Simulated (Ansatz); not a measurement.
# Re: pressure against volume

An exercise on one series of results from a longer session: the logs are not shown, and one member is left open.

Program: Ansatz 0.2.0. Level of theory: DFT PBE, scalar-relativistic. These are calculated values, not measurements.

**Starting point**

The structure is trigonal, space group R-3m (No. 166). The conventional cell has a = 2.768 Å, b = 2.768 Å, c = 20.096 Å, α = 90.00°, β = 90.00°, γ = 120.00°. Around Re (site symmetry -3m) lie 12 Re at 2.75 to 2.77 Å. Re (site symmetry 3m) has 12 Re at 2.74 to 2.77 Å as nearest neighbours.

Structure file:

```cif
data_structure
_symmetry_space_group_name_H-M 'R-3m:H'
_symmetry_Int_Tables_number 166
_cell_length_a 2.7678
_cell_length_b 2.7678
_cell_length_c 20.0958
_cell_angle_alpha 90.000
_cell_angle_beta 90.000
_cell_angle_gamma 120.000
_cell_volume 133.33
loop_
_atom_site_label
_atom_site_type_symbol
_atom_site_symmetry_multiplicity
_atom_site_Wyckoff_symbol
_atom_site_fract_x
_atom_site_fract_y
_atom_site_fract_z
_atom_site_occupancy
Re1 Re 3 a 0.00000 0.00000 0.00000 1
Re2 Re 6 c 0.33333 0.66667 0.88884 1
```

The file gives the conventional cell by its symmetry; the runs use the cell typed in the input.

Atoms are numbered in the order of the input: Re1, Re2, Re3.

Set-up of the first run:

input.yaml reads:

```yaml
crystal:
  lattice:
    - [1.3652191954, 0.78820967, 6.6080752596]
    - [-1.3652191954, 0.78820967, 6.6080752596]
    - [0.0, -1.5764193399, 6.6080752596]
  atoms:
    - { symbol: Re, position: [0.0, 0.0, 0.0] }
    - { symbol: Re, position: [0.22217388, 0.22217388, 0.22217388] }
    - { symbol: Re, position: [0.77782612, 0.77782612, 0.77782612] }
kpoints:
  mp_grid: { grid: [15, 15, 15] }
  band_path:
    path:
      - [0.0, 0.0, 0.0]
      - [0.5, 0.5, 0.5]
      - [0.823848225, 0.176151775, 0.5]
      - [0.5, -0.176151775, 0.176151775]
      - [0.5, 0.0, 0.0]
      - [0.0, 0.0, 0.0]
      - [0.3380758875, -0.3380758875, 0.0]
      - [0.6619241125, 0.0, 0.3380758875]
      - [0.5, 0.0, 0.5]
    npoints: 5
scf:
  occupations: { method: fermi_dirac, width: 0.05 }
hamiltonian:
  xc: pbe
  pseudopotentials: { kind: all_electron, lapw: { basis_error: 0.0005 } }
output:
  forces: true
  stress: true
  eigenvalues: true
```

Started as:

```sh
$ ansatz run input.yaml --threads 1 --pin off --max-ram 6144MiB --backend cpu --events-out ev --progress --plain --runs-dir out
```

Steps of the session up to this table: Volume × 0.96, LAPW; Volume × 0.96, PAW; Volume × 0.96, crystal datasets; Volume × 0.99, LAPW; Volume × 0.99, PAW; Volume × 0.99, crystal datasets; Volume × 1.02, LAPW; Volume × 1.02, PAW; Volume × 1.02, crystal datasets; Volume × 1.06, LAPW; Volume × 1.06, PAW; Volume × 1.06, crystal datasets.

One of the session's tables, all rows but one given; the rest of the session is left out.

It belongs to the step «The equation of state». 

| method | volume (Å³/atom) | largest force (eV/Å) |
| --- | --- | --- |
| LAPW | 14.222 | 0.038 |
| LAPW | 14.666 | 0.022 |
| LAPW | 15.110 | 0.010 |
| LAPW | 15.703 | 0.003 |
| PAW | 14.222 | 0.039 |
| PAW | 14.666 | ? |
| PAW | 15.110 | 0.011 |
| PAW | 15.703 | 0.002 |
| crystal datasets | 14.222 | 0.038 |
| crystal datasets | 14.666 | 0.022 |
| crystal datasets | 15.110 | 0.010 |
| crystal datasets | 15.703 | 0.003 |

Estimate the missing values for PAW, 14.666.

**Answer.** largest force (eV/Å): 0.023. In the column «largest force (eV/Å)» it lies between crystal datasets, 14.666 (0.022) and LAPW, 14.222 (0.038).

Limits of these values: Warnings in the runs' records: gradients without spin orbit, crystal datasets made.
